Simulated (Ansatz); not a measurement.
Here is an Ansatz 0.2.0 calculation.

The input input.yaml:

```yaml
crystal:
  lattice:
    - [2.9, 0.0, 0.0]
    - [-1.45, 2.511473671, 0.0]
    - [0.0, 0.0, 4.88]
  atoms:
    - { symbol: Au, position: [0.6666666667, 0.3333333333, 0.25] }
    - { symbol: Au, position: [0.3333333333, 0.6666666667, 0.75] }
hamiltonian:
  xc: pbesol
  pseudopotentials: { kind: paw }
kpoints:
  mp_grid: { grid: [10, 10, 6] }
scf:
  occupations: { method: fermi_dirac, width: 0.05 }
phonons:
  method: dfpt
  qmesh: [2, 2, 2]
  temperatures: { t_max: 1000, t_step: 100 }
  qpath:
    path:
      - [[0.0, 0.0, 0.0], [0.5, 0.0, 0.0], [0.3333333333, 0.3333333333, 0.0], [0.0, 0.0, 0.0], [0.0, 0.0, 0.5], [0.5, 0.0, 0.5], [0.3333333333, 0.3333333333, 0.5], [0.0, 0.0, 0.5]]
      - [[0.5, 0.0, 0.5], [0.5, 0.0, 0.0]]
      - [[0.3333333333, 0.3333333333, 0.0], [0.3333333333, 0.3333333333, 0.5]]
    npoints: 8
```

Potentials or basis: Ansatz PAW.

Launch:

```sh
$ ansatz run input.yaml --threads 2 --pin off --max-ram 5632MiB --backend cpu --events-out ev --progress --plain --runs-dir out
```

Question: Predict the highest phonon frequency.

Answer: 132 cm⁻¹.

Question: Predict the band gap on the k mesh.

Answer: None (metal or under the smearing width).

Phonon frequencies in cm⁻¹ (negative: imaginary):
| q point | frequencies |
| --- | --- |
| (0.000, 0.000, 0.000) | 0 0 0 35 35 128 |
| (0.000, 0.000, -0.500) | 22 22 22 22 86 86 |
| (0.000, -0.500, 0.000) | 42 58 69 84 120 132 |
| (0.000, -0.500, -0.500) | 57 57 65 65 132 132 |

Caveat: the q mesh is small, so phonon branches between its points and thermal values are rough; some levels weren't fully converged. Spin-orbit coupling is left out, which matters for the levels of Au.
